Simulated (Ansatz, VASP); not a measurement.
CrO2 in VASP and in Ansatz

```
Cr O
1.0
     0.00000    2.41165    2.41165
     2.41165    0.00000    2.41165
     2.41165    2.41165    0.00000
Cr O
1 2
Direct
  0.00000 0.00000 0.00000
  0.25000 0.25000 0.25000
  0.75000 0.75000 0.75000
```

Alike in both runs: task single point; functional PBE; k mesh 6 × 6 × 6; occupations gaussian, width 0.1 eV; collinear spin.

|  | VASP | Ansatz |
| --- | --- | --- |
| version | VASP 6.6.1 | Ansatz 0.2.0 |
| potentials or method | VASP PAW PBE potentials, release 64 (Cr_pv, O) | scalar-relativistic, plane waves, PAW |
| plane-wave cutoff (eV) | 520 | 420 |
| valence electrons in the cell | 24 | 26 |

```csv
,VASP,Ansatz,Ansatz less VASP
gap on the k mesh at the Fermi level (eV),0.22,0.28,+0.052
least direct gap on the mesh (eV),0.22,0.28,+0.053
pressure (GPa),-15.1,-15.7,-0.61
net moment per atom (μB),0.67,0.67,0.000
size of the moment on the site where the two differ most (μB),2.24,1.96,-0.282
```

Site moments also hang on the region over which each program counts them. The two sets of potentials don't hold the same shells in valence.

Caveats: so large a pressure means that the cell lies far from this level's equilibrium, or that cutoff or potentials fall short (VASP); a cell with one magnetic atom can't hold antiferromagnetic order, which such compounds often take.
